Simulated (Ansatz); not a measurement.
## InSb: all-electron results

```yaml
crystal:
  lattice:
    - [0.00000, 3.23910, 3.23910]
    - [3.23910, 0.00000, 3.23910]
    - [3.23910, 3.23910, 0.00000]
  atoms:
    - { symbol: In, position: [0.00000, 0.00000, 0.00000] }
    - { symbol: Sb, position: [0.75000, 0.75000, 0.75000] }
```

Atom numbers follow the list: In1, Sb2.

The cell is COD entry 9008853, as deposited and not checked against the literature; nothing was relaxed.

Spin–orbit coupling is left out, though it moves levels of the heavy atoms by tenths of an eV or more.

All numbers are computed: DFT, PBEsol, all-electron LAPW, scalar-relativistic (Ansatz 0.2.0); DFT, PBEsol, PAW with Ansatz's default frozen-core files, scalar-relativistic (Ansatz 0.2.0).

For LAPW: a Γ-centred 9×9×9 k mesh, Fermi–Dirac smearing of 0.05 eV, basis error target 0.25 meV/atom, no spin polarisation. PAW takes a cutoff of 420 eV at this cell (files made with PBE, cores remade for this functional). The Ansatz runs share mesh, smearing and spin set-up. Values come from LAPW unless marked.

```
Bader charges (from the PAW run) : In1 +0.42, Sb2 -0.42 e
Band gap                         : none at this level of theory (metallic, semimetallic, or a small gap that the functional closes)
Volume per atom                  : 229.3 bohr³
```

Q: Give the computed value. Pressure at this cell.

A: 0.86 GPa.

Q: Density of states at the Fermi level (0.2 eV bin): what does the calculation give?

A: 0.00 states/eV per cell.

Q: Give the computed value. Löwdin charges (with 0.04 e of the cell spilling out of the atomic basis, so their sizes and signs hang on that basis).

A: In1 -0.05, Sb2 0.09 e.
